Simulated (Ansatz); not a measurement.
Harmonic frequencies (cm⁻¹) at PBE0-D4/def2-TZVP from Ansatz: 104, 113, 191, 230, 236, 408, 442, 764, 901, 915, 1010, 1077, 1135, 1169, 1195, 1196, 1238, 1268, 1315, 1333, 1407, 1425, 1472, 1480, 1485, 1492, 1496, 1501, 1520, 2957, 2984, 2985, 3032, 3045, 3056, 3090, 3118, 3127, 3134.

Each molecule was computed in one conformer, which needn't be the lowest.

Problem. Which molecule is it?
A. `COC(C)C`
B. `CCOCC`
C. `CCCOC`
D. `CCC(C)O`

Solution. C.
